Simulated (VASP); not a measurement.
Set up this calculation in VASP 6.6.1, as the native input.

* Task: relaxation of cell and atoms
* Functional: LDA
* Potentials or basis: VASP PAW LDA potentials, release 64 (B, N)
* Cutoff: 520 eV
* k mesh: 15 × 15 × 6
* Occupations: gaussian, width 0.02 eV
* Spin: no spin polarisation
* Further INCAR settings: ALGO = Normal; EDIFF = 1e-07; IBRION = 2; EDIFFG = -0.002; NSW = 80; ISIF = 3

The structure of BN lies in POSCAR:

```
BN                                      
1.0
    2.4906788061      0.0000000000      0.0000000000
   -1.2453394031      2.1569911140      0.0000000000
    0.0000000000      0.0000000000      6.4610036992
  B               N             
     2     2
Direct
     0.3333333300000021    0.6666666699999979    0.2500000000000000
     0.6666666699999979    0.3333333300000021    0.7500000000000000
     0.3333333300000021    0.6666666699999979    0.7500000000000000
     0.6666666699999979    0.3333333300000021    0.2500000000000000
```

One way to write it, as run:

INCAR

```
SYSTEM = BN
PREC = Accurate
ENCUT = 520
EDIFF = 1E-7
ISMEAR = 0
SIGMA = 0.02
LREAL = .False.
LASPH = .True.
NELM = 80
ALGO = Normal
ISIF = 3
LWAVE = .False.
LCHARG = .False.
IBRION = 2
NSW = 80
EDIFFG = -0.002
```

KPOINTS

```
Automatic mesh
0
Gamma
  15 15 6
  0 0 0
```

Potentials or basis: VASP PAW LDA potentials, release 64 (B, N).

Command:

```bash
$ cat potpaw_LDA.64/B/POTCAR potpaw_LDA.64/N/POTCAR > POTCAR
$ mpirun -np 1 vasp_std > vasp.out
```

Results of the run:

- Pressure after relaxing: 0.0 GPa
- Band gap on the k mesh: 4.06 eV, indirect (least direct gap 4.45 eV)

Caveat: the relaxation stopped at its first step, so nothing moved; an odd mesh through Γ misses points on the zone boundary, where band edges often lie.

Wall time 28 s on 1 thread of AMD EPYC 7R13 Processor (Zen 3), with other jobs on the host, peak memory 0.13 GiB.
